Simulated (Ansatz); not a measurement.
S started in the widest void in rocksalt PbS, 65 atoms, charge 0

All numbers come from Ansatz (PAW, plane waves, no spin–orbit coupling) at the single k point (¼, ¼, ¼) without its symmetry partners. The atoms were relaxed with PBEsol in a fixed cell; other functionals are single points on those atoms unless said otherwise. The valence top and gap of the host come from its small cell on a dense mesh, with the band extrema sought between the mesh points, lined up by the mean potential, PBEsol gap 0.19 eV, HSE06 gap 0.71 eV.

Cell: a = 11.800 Å, b = 11.800 Å, c = 11.800 Å, α = 90.00°, β = 90.00°, γ = 90.00°.

Nearest atoms after relaxation, from the placed atom (for vacancies from the middle of the vacant sites): S at 2.02 Å, Pb at 2.73 Å, Pb at 2.73 Å, Pb at 2.73 Å, S at 3.42 Å, S at 3.42 Å, S at 3.43 Å.

Chemical potentials μ are those of reference phases of the elements at zero temperature by the same functional (the usual solids, diamond for C, grey Sn, and the molecules H2, N2, O2, F2, Cl2, Br2 and S8).

```csv
functional,E(defect) − E(host) − Σ nμ + q·E_VBM (eV),monopole (eV),alignment (eV),formation energy at E_F = VBM (eV),moment (μB),"wall time, shared host"
PBEsol,1.83,0.00,0.00,1.83,0 (no spin),21 s on NVIDIA H100 (relaxation)
HSE06,2.33,0.00,0.00,2.33,0 (no spin),51 s on NVIDIA H100
```

All elements are taken at their own reference at once; growth conditions in equilibrium with the host shift these energies, by up to the host's formation enthalpy.

One k point and a cell of this size can leave errors of several tenths of an eV in such numbers.
